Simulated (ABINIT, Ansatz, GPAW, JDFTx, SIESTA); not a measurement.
**CO2: programs and potentials compared**

```xyz
6
Lattice="-1.9747 1.9747 3.0141 1.9747 -1.9747 3.0141 1.9747 1.9747 -3.0141" Properties=species:S:1:pos:R:3 pbc="T T T"
O     1.3457    0.9731    3.8227
O     0.6644    0.9935    0.7564
O     2.9418    0.6610   -0.7374
O    -0.9516    1.3160    2.1938
C    -0.0050    0.0241    0.0418
C     0.0106    1.9274    1.5156
```

The cell comes from a database or a generator and needn't be the stable form of this composition.

Atoms were shifted at random by some hundredths of an Å from the given cell, which wasn't relaxed again for these runs.

Alike in all runs: task single point; functional PBEsol; k mesh 9 × 9 × 9; occupations fermi-dirac, width 0.05 eV; no spin polarisation; no spin-orbit coupling. Pressure is positive in compression and, in plane waves, holds the error of the finite cutoff.

| program and potentials | plane-wave cutoff (eV) | notes | pressure (GPa) | largest force (eV/Å) | energy over the undisturbed cell (meV/atom) |
| --- | --- | --- | --- | --- | --- |
| GPAW, PAW data sets generated for this functional | 800 | - | -3.75 | 3.289 | - |
| JDFTx, PseudoDojo-SR-PBEsol-0.4.1-standard with smoothed tails | 1143 | - | -4.32 | 3.231 | 42.28 |
| SIESTA, files PseudoDojo sr-pbesol-0.4.1-standard, DZP (energy shift 0.003 Ry) | - | atomic basis | -0.20 | 3.697 | 45.01 |
| ABINIT, PseudoDojo NC SR PBEsol v0.4.1 standard | 1143 | - | -4.32 | 3.230 | - |
| Ansatz, all-electron LAPW, scalar-relativistic | - | - | -3.92 | 3.241 | - |

Force on atom 4 (O), eV/Å:

| program and potentials | x | y | z |
| --- | --- | --- | --- |
| GPAW, PAW data sets generated for this functional | -2.255 | -0.627 | 2.311 |
| JDFTx, PseudoDojo-SR-PBEsol-0.4.1-standard with smoothed tails | -2.212 | -0.561 | 2.287 |
| SIESTA, files PseudoDojo sr-pbesol-0.4.1-standard, DZP (energy shift 0.003 Ry) | -2.521 | -1.077 | 2.480 |
| ABINIT, PseudoDojo NC SR PBEsol v0.4.1 standard | -2.212 | -0.561 | 2.286 |
| Ansatz, all-electron LAPW, scalar-relativistic | -2.221 | -0.586 | 2.287 |

The pressure spans -4.32 (JDFTx, PseudoDojo-SR-PBEsol-0.4.1-standard with smoothed tails) to -0.20 GPa (SIESTA, files PseudoDojo sr-pbesol-0.4.1-standard, DZP (energy shift 0.003 Ry)), with all-electron results at -3.92. The pressure on the cell as given of SIESTA, files PseudoDojo sr-pbesol-0.4.1-standard, DZP (energy shift 0.003 Ry) lies far from the others; the cause wasn't traced. Rows in atomic bases carry the error of their basis and grid, which can be large.

Differences between rows come from potentials, basis sets and numerical settings, since the functional is the same but for its coding. Runs on potential files found faulty are left out.
